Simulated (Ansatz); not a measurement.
```cif
data_structure
_symmetry_space_group_name_H-M 'P 1'
_symmetry_Int_Tables_number 1
_cell_length_a 3.5742
_cell_length_b 3.5742
_cell_length_c 3.5742
_cell_angle_alpha 60.000
_cell_angle_beta 60.000
_cell_angle_gamma 60.000
_cell_volume 32.29
loop_
_atom_site_label
_atom_site_type_symbol
_atom_site_fract_x
_atom_site_fract_y
_atom_site_fract_z
_atom_site_occupancy
Mg1 Mg 0.00000 0.00000 0.00000 1
S1 S 0.50000 0.50000 0.50000 1
```

PBE in Ansatz, hard PAW set made for 700 eV, wave cutoff 700 eV, 4×4×4 mesh, fixed fractional positions. The pressure is 9.8 GPa and the gap on the mesh 2.94 eV.

Q: The cell is scaled evenly to 1.128 times its volume. What pressure and gap follow, and what mean bulk modulus do the two pressures imply?

A: -1.0 GPa, gap 2.69 eV; B = −ΔP/Δln V ≈ 90 GPa over this range.

The cell is a model at fixed atoms and needn't be the relaxed known crystal. The mesh is coarse, so these values aren't converged.
